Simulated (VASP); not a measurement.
**BaTiO3: elastic constants with LDA**

The system is BaTiO3.

```xyz
5
Lattice="3.9904 0.0000 0.0000 0.0000 3.9904 0.0000 0.0000 0.0000 4.1027" Properties=species:S:1:pos:R:3 pbc="T T T"
Ba    1.9952    1.9952    2.3900
Ti    0.0000    0.0000    0.4104
O     0.0000    1.9952    0.2635
O     1.9952    0.0000    0.2635
O     0.0000    0.0000    2.2522
```

The cell is a database's computed one.

```
Program                   : VASP 6.6.1
Task                      : elastic constants
Functional                : LDA
Potentials or basis       : VASP PAW LDA potentials, release 64 (Ba_sv, Ti_sv, O)
Cutoff                    : 600 eV
k mesh                    : 8 × 8 × 8
Occupations               : gaussian, width 0.02 eV
Spin                      : no spin polarisation
Ions in elastic constants : relaxed
Further INCAR settings    : ALGO = Normal; EDIFF = 1e-08; IBRION = 6; POTIM = 0.015; NSW = 1; ISIF = 3
```

| Property | Result |
| --- | --- |
| Relaxed volume | 12.40 Å³/atom |
| Relaxed cell | a = 3.941 Å, b = 3.941 Å, c = 3.990 Å, α = 90.00°, β = 90.00°, γ = 90.00° |
| Space group after relaxing (to 0.05 Å) | P4mm (No. 99) |
| Voigt bulk modulus | 167 GPa |
| Highest phonon frequency at Γ, LO-TO splitting left out | 506 cm⁻¹ |
| Most unstable mode | 93i cm⁻¹ |

Step by step:
```tsv
step	energy change (eV)	largest force (eV/Å)	pressure (GPa)	volume (Å³)
1	0.0000	0.1696	-7.50	65.33
2	0.0242	1.0817	10.02	59.71
3	-0.0665	0.3597	-0.21	62.65
4	-0.0665	0.3714	-0.05	62.59
5	-0.0716	0.0742	0.12	62.30
6	-0.0717	0.0561	0.13	62.28
7	-0.0738	0.0426	-0.17	62.29
8	-0.0751	0.0633	-0.64	62.32
9	-0.0758	0.0730	0.26	61.96
10	-0.0759	0.0670	0.10	62.03
11	-0.0764	0.0413	0.09	62.00
12	-0.0767	0.0272	0.09	61.96
13	-0.0768	0.0111	-0.09	62.02
14	-0.0768	0.0100	-0.10	62.03
15	-0.0768	0.0166	0.05	61.98
16	-0.0768	0.0122	0.00	61.99
17	-0.0768	0.0055	0.00	61.99
18	-0.0768	0.0045	0.00	61.98
19	-0.0768	0.0042	0.01	61.98
20	-0.0768	0.0026	-0.01	61.99
21	-0.0768	0.0018	-0.03	61.99
22	-0.0768	0.0014	-0.03	61.99
23	-0.0768	0.0011	-0.02	61.98
```

Final structure:
```
Ba Ti O
1.0
     3.94140    0.00000    0.00000
     0.00000    3.94140    0.00000
     0.00000    0.00000    3.98994
Ba Ti O
1 1 3
Cartesian
  1.9707 1.9707 2.3091
  0.0000 3.9414 0.3651
  0.0000 1.9707 0.2622
  1.9707 0.0000 0.2622
  0.0000 0.0000 2.2277
```

Phonon frequencies in cm⁻¹ (negative: imaginary):
| q point | frequencies |
| --- | --- |
| (0.000, 0.000, 0.000) | -93 -93 0 1 1 182 185 185 264 296 296 296 479 479 506 |

Elastic tensor in Voigt notation (GPa, in the Cartesian axes of the cell as first typed):
```
336 120 104   0   0   0
120 336 104   0   0   0
104 104 180   0   0   0
  0   0   0 127   0   0
  0   0   0   0 127   0
  0   0   0   0   0 133
```

Clamped-ion elastic tensor (GPa):
```
341 118 116   0   0   0
118 341 116   0   0   0
116 116 339   0   0   0
  0   0   0 128   0   0
  0   0   0   0 128   0
  0   0   0   0   0 133
```

Run time: 34 min on 1 thread of Intel(R) Xeon(R) 6975P-C (Granite Rapids), with other jobs on the host, peak memory 0.58 GiB.

Caveat: some modes are imaginary. Spin-orbit coupling is left out, which matters for the levels of Ba.
